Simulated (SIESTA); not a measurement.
**Pb under changes of volume**

One of the cells (30.929 Å³/atom); the others are scaled copies at fixed shape and fractional positions:

```
Pb
1.0
     0.00000    2.49141    2.49141
     2.49141    0.00000    2.49141
     2.49141    2.49141    0.00000
Pb
1
Cartesian
  0.0000 0.0000 0.0000
```

| Property | Result |
| --- | --- |
| Program | SIESTA 5.4.2 |
| Functional | PBEsol |
| Potentials or basis | PseudoDojo 0.4 standard (PBEsol files) |
| Basis | DZP (energy shift 0.003 Ry; two zetas on semicore shells) |
| Grid cutoff | 500 Ry |
| Energy shift | 0.003 Ry |
| k mesh | 9 × 9 × 9 |
| Occupations | fermi-dirac, width 0.05 eV |
| Spin | no spin polarisation |

| volume (Å³/atom) | energy over the lowest point (meV/atom) | pressure (GPa) |
| --- | --- | --- |
| 28.503 | 15.75 | 3.3 |
| 29.110 | 5.78 | 2.0 |
| 29.716 | ? | ? |
| 30.929 | 0.00 | -0.9 |
| 31.535 | 4.84 | -1.6 |
| 32.142 | 12.08 | -2.3 |

What does the run at 29.716 Å³/atom give?

Energy over the lowest point 0.23 meV/atom; pressure 1.0 GPa.

Worked out: A Birch-Murnaghan fit of order 3 (a polynomial in V^(-2/3)) to the other rows has its minimum at 30.32 Å³/atom with B0 = V·E''(V) = 45 GPa and B' = 5.2. It gives 0.15 meV/atom at 29.716 Å³/atom, against the run's 0.23, and -dE/dV = 1.0 GPa, against 1.0.

Energies are extrapolated to zero smearing.

Caveats: the basis of atomic orbitals isn't converged, which shifts pressures, moduli and gaps.
